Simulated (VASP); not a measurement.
# Ge (Fd-3m) in VASP: single point with HSE06

Aim: the single point of Ge with HSE06.

Program: VASP 6.6.1. These are calculated values, not measurements. Logs are shortened: lines on timing, memory, paths and dates and some standing lists are left out, and cuts for length are marked.

**What was measured.**

From “Electronic and optical properties of SixGe1-x-ySny alloys lattice-matched to Ge”, 2021, arxiv:2109.02782, for a bulk crystal of Ge at 293 K: band gap 0.666 eV (indirect).

How close the calculation comes is told below.

### 1 Starting point

Symmetry: Fd-3m, No. 227, cubic system. The conventional cell has a = 5.674 Å, b = 5.674 Å, c = 5.674 Å, α = 90.00°, β = 90.00°, γ = 90.00°. Ge (site symmetry -43m) is surrounded by 4 Ge at 2.46 Å.

### 2 Single point, HSE06

Input file POSCAR:

```
Ge
1.0
    0.0000000000      2.8371800000      2.8371800000
    2.8371800000      0.0000000000      2.8371800000
    2.8371800000      2.8371800000      0.0000000000
Ge
2
Direct
    0.5000000000      0.5000000000      0.5000000000
    0.7500000000      0.7500000000      0.7500000000
```

Input file INCAR.step1:

```
SYSTEM = Ge
PREC = Accurate
ENCUT = 520
EDIFF = 1E-5
ISMEAR = 0
SIGMA = 0.1
LREAL = .FALSE.
LASPH = .TRUE.
NELM = 60
ALGO = Normal
ISIF = 2
LWAVE = .TRUE.
LCHARG = .FALSE.
GGA = PE
```

Input file INCAR.step2:

```
SYSTEM = Ge
PREC = Accurate
ENCUT = 520
EDIFF = 1E-6
ISMEAR = 0
SIGMA = 0.1
LREAL = .FALSE.
LASPH = .TRUE.
NELM = 60
ALGO = Normal
ISIF = 2
LWAVE = .FALSE.
LCHARG = .FALSE.
GGA = PE
LHFCALC = .TRUE.
HFSCREEN = 0.2
PRECFOCK = Fast
ISTART = 1
```

Input file KPOINTS:

```
Automatic mesh
0
G
  6 6 6
  0 0 0
```

Potentials or basis: VASP PAW PBE potentials, release 64 (Ge_d).

Started as:

```console
$ cat potpaw_PBE.64/Ge_d/POTCAR > POTCAR
$ cp INCAR.step1 INCAR
$ mpirun -np 1 vasp_std > vasp.out
$ cp INCAR.step2 INCAR
$ mpirun -np 1 vasp_std > vasp.out
```

OUTCAR:

```text
SYSTEM = Ge
   PREC = Accurate
   ENCUT = 520
   EDIFF = 1E-6
   ISMEAR = 0
   LREAL = .FALSE.
   LASPH = .TRUE.
   NELM = 60
   ISIF = 2
   GGA = PE
   LHFCALC = .TRUE.
   HFSCREEN = 0.2
   PRECFOCK = Fast
   ISTART = 1

 ion  position               nearest neighbor table
   1  0.500  0.500  0.500-   2 2.46   2 2.46   2 2.46   2 2.46
   2  0.750  0.750  0.750-   1 2.46   1 2.46   1 2.46   1 2.46

  LATTYP: Found a face centered cubic cell.
 ALAT       =     5.6743600000

  Lattice vectors:

 A1 = (   0.0000000000,   2.8371800000,   2.8371800000)
 A2 = (   2.8371800000,   0.0000000000,   2.8371800000)
 A3 = (   2.8371800000,   2.8371800000,   0.0000000000)

Analysis of symmetry for initial positions (statically):
=====================================================================
 Subroutine PRICEL returns:
 Original cell was already a primitive cell.

 Routine SETGRP: Setting up the symmetry group for a
 face centered cubic supercell.

 Subroutine GETGRP returns: Found 48 space group operations
 (whereof 24 operations were pure point group operations)
 out of a pool of 48 trial point group operations.

The static configuration has the point symmetry T_d .
 The point group associated with its full space group is O_h .

Analysis of symmetry for dynamics (positions and initial velocities):
=====================================================================
 Subroutine PRICEL returns:
 Original cell was already a primitive cell.

 Routine SETGRP: Setting up the symmetry group for a
 face centered cubic supercell.

 Subroutine GETGRP returns: Found 48 space group operations
 (whereof 24 operations were pure point group operations)
 out of a pool of 48 trial point group operations.

The dynamic configuration has the point symmetry T_d .
 The point group associated with its full space group is O_h .

 Subroutine INISYM returns: Found 48 space group operations
 (whereof 24 operations are pure point group operations),
 and found     1 'primitive' translations

----------------------------------------------------------------------------------------

                                     Primitive cell

  volume of cell :      45.6763

  direct lattice vectors                    reciprocal lattice vectors
     0.000000000  2.837180000  2.837180000    -0.176231328  0.176231328  0.176231328
     2.837180000  0.000000000  2.837180000     0.176231328 -0.176231328  0.176231328
     2.837180000  2.837180000  0.000000000     0.176231328  0.176231328 -0.176231328

  length of vectors
     4.012378435  4.012378435  4.012378435     0.305241614  0.305241614  0.305241614

  position of ions in fractional coordinates (direct lattice)
     0.500000000  0.500000000  0.500000000
     0.750000000  0.750000000  0.750000000

  ion indices of the primitive-cell ions
   primitive index   ion index
                 1           1
                 2           2

----------------------------------------------------------------------------------------

 KPOINTS: Automatic mesh

Automatic generation of k-mesh.
 Grid dimensions read from file:
 generate k-points for:    6    6    6

 Generating k-lattice:

  Cartesian coordinates                     Fractional coordinates (reciprocal lattice)
    -0.029371888  0.029371888  0.029371888     0.166666667  0.000000000  0.000000000
     0.029371888 -0.029371888  0.029371888     0.000000000  0.166666667  0.000000000
     0.029371888  0.029371888 -0.029371888     0.000000000  0.000000000  0.166666667

  Length of vectors
     0.050873602  0.050873602  0.050873602

  Shift w.r.t. Gamma in fractional coordinates (k-lattice)
     0.000000000  0.000000000  0.000000000

 Subroutine IBZKPT returns following result:
 ===========================================

 Found     16 irreducible k-points:

 Following reciprocal coordinates:
            Coordinates               Weight
  0.000000  0.000000  0.000000      1.000000
  0.166667  0.000000  0.000000      8.000000
  0.333333  0.000000  0.000000      8.000000
  0.500000  0.000000  0.000000      4.000000
  0.166667  0.166667  0.000000      6.000000
  0.333333  0.166667  0.000000     24.000000
[... 8 lines left out ...]
 -0.333333  0.333333  0.166667     24.000000
 -0.333333  0.500000  0.166667     12.000000
   k-points           NKPTS =     16   k-points in BZ     NKDIM =    216   number of bands    NBANDS=     18
   number of dos      NEDOS =    301   number of ions     NIONS =      2
   total plane-waves  NPLWV =  27000
   dimension x,y,z NGX =    30 NGY =   30 NGZ =   30
   dimension x,y,z NGXF=    60 NGYF=   60 NGZF=   60
   ions per type =               2
   NGX,Y,Z   is equivalent  to a cutoff of  12.43, 12.43, 12.43 a.u.
   NGXF,Y,Z  is equivalent  to a cutoff of  24.86, 24.86, 24.86 a.u.
 SYSTEM =  Ge
   PREC   = accura    normal or accurate (medium, high low for compatibility)
   ISTART =      1    job   : 0-new  1-cont  2-samecut
   ICHARG =      0    charge: 1-file 2-atom 10-const
   ISPIN  =      1    spin polarized calculation?
   LNONCOLLINEAR =      F non collinear calculations
   LSORBIT =      F    spin-orbit coupling
   LASPH  =      T    aspherical Exc in radial PAW
   ENCUT  =  520.0 eV  38.22 Ry    6.18 a.u.   7.46  7.46  7.46*2*pi/ulx,y,z
   NELM   =     60;   NELMIN=  2; NELMDL=  0     # of ELM steps
   EDIFF  = 0.1E-05   stopping-criterion for ELM
   LREAL  =      F    real-space projection
   EDIFFG = 0.1E-04   stopping-criterion for IOM
   NSW    =      0    number of steps for IOM
   IBRION =     -1    ionic relax: 0-MD 1-quasi-New 2-CG
   NFREE  =      0    steps in history (QN), initial steepest desc. (CG)
   ISIF   =      2    stress and relaxation
   ISYM   =      3    0-nonsym 1-usesym 2-fastsym
   POTIM  = 0.5000    time-step for ionic-motion
   TEBEG  =    0.0;   TEEND  =   0.0 temperature during run
   PSTRESS=    0.0 pullay stress
   NELECT =      28.0000    total number of electrons
   NUPDOWN=      -1.0000    fix difference up-down
   EMIN   =  10.00;   EMAX   =-10.00  energy-range for DOS
   EFERMI =   0.00;   METHOD = LEGACY
   ISMEAR =     0;   SIGMA  =   0.10  broadening in eV -4-tet -1-fermi 0-gaus
   EFERMI_NEDOS =   21; number of points for ismear=-14 and -15
   IALGO  =     38    algorithm
   IMIX   =      1    mixing-type and parameters
     AMIX     =   0.40;   BMIX     =  1.00
     AMIX_MAG =   1.60;   BMIX_MAG =  1.00
  volume/ion in A,a.u.               =      22.84       154.12
  Fermi-wavevector in a.u.,A,eV,Ry     =   1.390691  2.628025 26.313956  1.934021
  Thomas-Fermi vector in A             =   2.514602
   LORBIT       =      0    0 simple, 1 ext, 2 COOP (PROOUT), +10 PAW based schemes
   GGA     = PE    functional components
   LHFCALC =     T    Hartree Fock is set to
   PRECFOCK=fast      Normal, Fast or Accurate (Low or Medium for compatibility)
   ENCUT4O =  -1.0   cutoff for four orbital integrals eV
   NKREDX  =     1    reduce k-point grid by
   NKREDY  =     1    reduce k-point grid by
   NKREDZ  =     1    reduce k-point grid by
   AEXX    =    0.2500 exact exchange contribution
   HFSCREEN=    0.2000 screening length (either q_TF or 0.3 A-1)
   HFSCREENC=   0.2000 screening length for correlation (either q_TF or 0.3 A-1)
   ENCUTFOCK=  -1.0 apply spherical cutoff to Coloumb kernel
   IVDW    =     0    specifies the selected vdW correction
   LEPSILON=     F    determine dielectric tensor
   LRPA    =     F    only Hartree local field effects (RPA)
 non-spin polarized calculation
 Gauss-broadening in eV      SIGMA  =   0.10
  energy-cutoff  :      520.00
  volume of cell :       45.68
 maximum number of plane-waves:      1247
 NGX is ok and might be reduce to    30
  NGX = 18; NGY = 18; NGZ = 18

 number of electron      28.0000015 magnetization

 Free energy of the ion-electron system (eV)
  ---------------------------------------------------
  ext. energy  EPLUGINS =         0.00000000
  ---------------------------------------------------
  free energy    TOTEN  =       -10.68535344 eV

  energy without entropy =      -10.68535344  energy(sigma->0) =      -10.68535344

 E-fermi :   4.9845     XC(G=0):  -8.1844

 val. band max:        4.5901669521   @ k =   0.0000   0.0000   0.0000
 cond. band min:       5.3867054841   @ k =   0.5000   0.0000   0.0000
 fundamental gap:      0.7965385320
 Fermi energy:         4.9845288664

 k-point     1 :       0.0000    0.0000    0.0000
  band No.  band energies     occupation
      1     -23.3667      2.00000
      2     -23.3667      2.00000
      3     -23.3667      2.00000
      4     -23.3300      2.00000
      5     -23.3300      2.00000
      6     -23.1270      2.00000
[... 10 lines left out ...]
     17       7.8173      0.00000
     18       7.8173      0.00000

 k-point     2 :       0.1667    0.0000    0.0000
  band No.  band energies     occupation
      1     -23.3784      2.00000
      2     -23.3784      2.00000
      3     -23.3626      2.00000
      4     -23.3130      2.00000
      5     -23.3130      2.00000
      6     -23.1419      2.00000
[... 10 lines left out ...]
     17       8.5451      0.00000
     18       9.5261      0.00000

 k-point     3 :       0.3333    0.0000    0.0000
  band No.  band energies     occupation
      1     -23.3887      2.00000
      2     -23.3887      2.00000
      3     -23.3543      2.00000
      4     -23.2943      2.00000
      5     -23.2943      2.00000
      6     -23.1548      2.00000
[... 10 lines left out ...]
     17       9.1026      0.00000
     18      12.5765      0.00000

 k-point     4 :       0.5000    0.0000    0.0000
  band No.  band energies     occupation
      1     -23.3913      2.00000
      2     -23.3913      2.00000
      3     -23.3501      2.00000
      4     -23.2890      2.00000
      5     -23.2890      2.00000
      6     -23.1574      2.00000
[... 207 lines left out ...]
      4     -23.2745      2.00000
      5     -23.2410      2.00000
      6     -23.2262      2.00000
[... 10 lines left out ...]
     17       9.6286      0.00000
     18      12.6712      0.00000

 k-point    15 :      -0.3333    0.3333    0.1667
  band No.  band energies     occupation
      1     -23.4157      2.00000
      2     -23.4056      2.00000
      3     -23.3070      2.00000
      4     -23.2569      2.00000
      5     -23.2350      2.00000
      6     -23.2280      2.00000
[... 10 lines left out ...]
     17      11.5790      0.00000
     18      11.6033      0.00000

 k-point    16 :      -0.3333    0.5000    0.1667
  band No.  band energies     occupation
      1     -23.4113      2.00000
      2     -23.4113      2.00000
      3     -23.2870      2.00000
      4     -23.2870      2.00000
      5     -23.2216      2.00000
      6     -23.2216      2.00000
[... 10 lines left out ...]
     17      12.0956      0.00000
     18      12.0956      0.00000

------------------------ aborting loop because EDIFF is reached ----------------------------------------

  FORCE on cell =-STRESS in cart. coord.  units (eV):
  Direction    XX          YY          ZZ          XY          YZ          ZX
  --------------------------------------------------------------------------------------
  -------------------------------------------------------------------------------------
  Total        0.0808486      0.0808486      0.0808486      0.0000000      0.0000000      0.0000000
  in kB        2.8359085      2.8359085      2.8359085      0.0000000      0.0000000      0.0000000
  external PRESSURE =       2.8359085 kB  Pullay stress =       0.0000000 kB

 VOLUME and BASIS-vectors are now :
 -----------------------------------------------------------------------------
  energy-cutoff  :      520.00
  volume of cell :       45.68
      direct lattice vectors                 reciprocal lattice vectors
     0.000000000  2.837180000  2.837180000    -0.176231328  0.176231328  0.176231328
     2.837180000  0.000000000  2.837180000     0.176231328 -0.176231328  0.176231328
     2.837180000  2.837180000  0.000000000     0.176231328  0.176231328 -0.176231328

 POSITION                                       TOTAL-FORCE (eV/Angst)
 -----------------------------------------------------------------------------------
      2.83718      2.83718      2.83718        -0.000000     -0.000000     -0.000000
      4.25577      4.25577      4.25577         0.000000      0.000000      0.000000
 -----------------------------------------------------------------------------------
    total drift:                               -0.000000     -0.000000     -0.000000

  FREE ENERGIE OF THE ION-ELECTRON SYSTEM (eV)
  ---------------------------------------------------
  free  energy   TOTEN  =       -10.6853534444 eV

  energy  without entropy=      -10.6853534441  energy(sigma->0) =      -10.68535344
```

Wall time 23 min (1 thread of Intel Xeon 6975P-C (Granite Rapids), shared host); peak memory 0.28 GiB.

Results:

```yaml
Free_energy: -10.6854 eV
Pressure: 0.3 GPa
Band_gap_on_the_k_mesh: 0.80 eV, indirect (least direct gap 0.81 eV)
```

Caveat: the PAW data sets were made with another functional, which shifts forces and pressure a little.

### 3 How close it comes

Step 2. Against the measured gap of Ge, 0.666 eV (indirect; 293 K; “Electronic and optical properties of SixGe1-x-ySny alloys lattice-matched to Ge”, 2021, arxiv:2109.02782), the calculated 0.80 eV is off by +0.13 eV. 3 values of this kind are on record (0.666 to 0.807 eV); this one was drawn at random among those near their median. Spin-orbit coupling on Ge is left out. The value is that of HSE06 on a finite k mesh, which can miss the band edges, without temperature or zero-point motion.
